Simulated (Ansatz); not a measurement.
**PbSe (Clausthalite): phonons with PBEsol**

**Measured values to compare with.**

From a printed reference work, monograph, for a bulk crystal of PbSe at 300 K: band gap 0.28 eV (direct).

Crystal: PbSe (Clausthalite).

```
Pb Se
1.0
     0.00000    3.06065    3.06065
     3.06065    0.00000    3.06065
     3.06065    3.06065    0.00000
Pb Se
1 1
Direct
  0.00000 0.00000 0.00000
  0.50000 0.50000 0.50000
```

```json
{
 "Program": "Ansatz 0.2.0",
 "Task": "phonons",
 "Functional": "PBEsol",
 "Potentials or basis": "Ansatz PAW",
 "Cutoff": "420 eV (not typed: the program's choice for these potentials)",
 "k mesh": "6 × 6 × 6",
 "Occupations": "fermi-dirac, width 0.05 eV",
 "Spin": "no spin polarisation",
 "q mesh": "2 × 2 × 2",
 "Path": "[[\"G\", \"X\", \"W\", \"K\", \"G\", \"L\", \"U\", \"W\", \"L\", \"K\"], [\"U\", \"X\"]]",
 "Points for each segment of the path": "8"
}
```

| Property | Result |
| --- | --- |
| Band gap on the k mesh | 0.20 eV, direct |
| Electronic dielectric tensor (diagonal) | 24.31 |
| Born charges (mean of the diagonal) | Pb +4.84; Se -4.84 e |
| Highest phonon frequency, LO-TO splitting left out | 141 cm⁻¹ |

Levels at points of the mesh, in eV from the valence-band top:
```tsv
k point	band 13	band 14	band 15	band 16	band 17	band 18
(0.00, 0.00, 0.00)	-1.88	-1.88	-1.88	4.68	4.68	4.68
(0.00, 0.00, -0.50)	-1.46	-1.46	0.00	0.20	1.66	1.66
(0.00, -0.50, -0.50)	-5.02	-3.25	-3.25	3.58	5.58	5.58
```

Phonon frequencies in cm⁻¹ (negative: imaginary):
```tsv
q point	frequencies
(0.000, 0.000, 0.000)	0 0 0 11 11 11
(0.000, 0.000, -0.500)	54 54 99 122 122 141
(0.000, -0.500, -0.500)	32 32 46 64 75 75
```

Electronic dielectric tensor:
```
24.31  0.00  0.00
 0.00 24.31  0.00
 0.00  0.00 24.31
```

Born effective charge tensors (e):
atom 1, Pb
```
4.84 0.00 0.00
0.00 4.84 0.00
0.00 0.00 4.84
```
atom 2, Se
```
-4.84  0.00  0.00
 0.00 -4.84  0.00
 0.00  0.00 -4.84
```

It took 52 s on 2 threads of Arm Neoverse V1 (shared host), peak memory 0.7 GiB.

Against the measured gap of PbSe, 0.28 eV (direct; 300 K; a printed reference work, monograph), the calculated 0.20 eV is off by -0.08 eV. 2 values of this kind are on record (0.15 to 0.28 eV); this one was drawn at random. Spin-orbit coupling on Pb, Se is left out. The value is that of PBEsol on a finite k mesh, which can miss the band edges, without temperature or zero-point motion. Semilocal functionals fall short of measured gaps as a rule.

Caveat: the gap is small at this level, which inflates the dielectric constant; spin-orbit coupling is left out, which as a rule narrows the gap of such compounds by several tenths of an eV; the q mesh is small, so phonon branches between its points and thermal values are rough.
